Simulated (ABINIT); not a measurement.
P:

```xyz
2
Lattice="1.7257 0.9963 3.1297 -1.7257 0.9963 3.1297 0.0000 -1.9927 3.1297" Properties=species:S:1:pos:R:3 pbc="T T T"
P     0.0000    0.0000    7.2570
P     0.0000    0.0000    2.1321
```

This isn't the form of P at room conditions, which is orthorhombic.

Base run:

```yaml
Program: ABINIT 10.8.3 (patched build)
Functional: PBEsol
Potentials_or_basis: PseudoDojo NC SR PBEsol v0.4.1 standard
Cutoff: 490 eV
k_mesh: 7 × 7 × 7
Occupations: fermi-dirac, width 0.05 eV
Spin: no spin polarisation
```

Its results: band gap on the k mesh none (metal or under the smearing width); pressure -2.0 GPa; largest force 0.234 eV/Å.

Q: The run is repeated on the same cell with these changes: functional from PBEsol to LDA; potentials or basis from PseudoDojo NC SR PBEsol v0.4.1 standard to PseudoDojo NC SR LDA v0.4.1 standard. What comes out?

A: Band gap on the k mesh none (metal or under the smearing width); pressure -3.4 GPa; largest force 0.132 eV/Å.

Caveats: the cutoff is short for stress, so the pressure is rough (some runs).
